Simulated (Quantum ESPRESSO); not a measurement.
Runs of Quantum ESPRESSO 7.5 on Pb. The structure is cubic, space group Fd-3m (No. 227). Conventional cell: a = 6.878 Å, b = 6.878 Å, c = 6.878 Å, α = 90.00°, β = 90.00°, γ = 90.00°. Around Pb (site symmetry -43m) lie 4 Pb at 2.98 Å. This isn't the form of Pb at room conditions, which is fcc.

```csv
task,level,potentials or basis,cell,k mesh,cutoff (eV),SCF threshold,form of the LDA correlation,symmetry,gap on the mesh (eV),pressure (GPa),V0 of scaled cells (Å³/atom),B0 (GPa)
equation of state,PBEsol,GBRV 1.5 PBEsol,as given,7 × 7 × 7,612,4e-10 Ry,-,-,-,-,41.13,31
single point,PBEsol,GBRV 1.5 PBEsol,as given,7 × 7 × 7,612,4e-10 Ry,-,-,none,0.3,-,-
equation of state,LDA,GBRV 1.5 LDA,as given,7 × 7 × 7,612,4e-10 Ry,PZ81,-,-,-,39.66,34
equation of state,r2SCAN,SG15 PBE 1.2,as given,5 × 5 × 5,762,1e-08 Ry,-,off,-,-,(a),(b)
single point,PBEsol,GBRV 1.5 PBEsol,"atoms moved at random, drawn with an rms of 0.05 Å",7 × 7 × 7,612,4e-10 Ry,-,-,none,0.5,-,-
```

Alike in all rows: no spin polarisation; smearing fermi-dirac 0.05 eV.

Q: Estimate the missing entries.

A: (a) 40.85; (b) 33.

Caveats: the potentials were made for another functional, which shifts forces and pressure (some runs).

A k mesh can miss the band edges, and the runs leave out spin-orbit coupling on Pb.

A gap of «none» marks a metal or a gap under the smearing width.
